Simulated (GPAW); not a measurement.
Entries from a set of simulations; values are calculated unless marked as measured.

```xyz
3
Lattice="3.565 0.000 0.000 -1.782 3.087 0.000 0.000 0.000 14.300" Properties=species:S:1:pos:R:3 subject="HfS2 (1T monolayer): G0W0 with GPAW, start to end" method="DFT, LDA, plane waves, PAW (and 1 further level or step)" program="GPAW 26.7.0" settings_of_one_run="cutoff 550 eV, GPAW PAW setups 1.2.1 data release, 9×9×1 k-mesh" cost="4 runs, 5.8 min in all on 4 MPI ranks of Arm Neoverse V1, shared host (the runs of this entry)" notes="Values taken over the cell’s volume include its vacuum. The start is a generated structure, not a measured one. Limits: no spin-orbit coupling. Only 2 of the mesh’s irreducible points were corrected, so a valley elsewhere could overtake. Bands and cutoff are finite, so the gap is not at the basis limit. The miss can reach some tenths of an eV and take either sign; the mesh is an error of its own." lda_gap="1.00 eV, indirect" g0w0_gap_on_the_mesh="2.43 eV" g0w0_gap_over_the_zone_rigid_shift="2.41 eV" gw_settings="9×9×1 mesh, 118 bands, screening to 48 eV, full frequency, Hilbert transform" known_limits="not at the basis limit; no spin-orbit coupling"
Hf    0.000    0.000    7.150
S     0.000    2.058    8.589
S     1.782    1.029    5.711
```

[Paths, hosts, dates, memory and timing lines, banners, echoed tables and standing remarks are left out of the program output.]

[Logs are printed without paths, hosts, clocks, repeated set-up lines and the standing remarks that a program may print on its own settings, such as how far it seeks lower states.]

[Runs of the session that timed out or met a known fault of the program may be left out.]

[Hosts, paths, dates, database ids (printed as entryN), source tags and the programs' standing remarks are cut or masked in the printed files.]
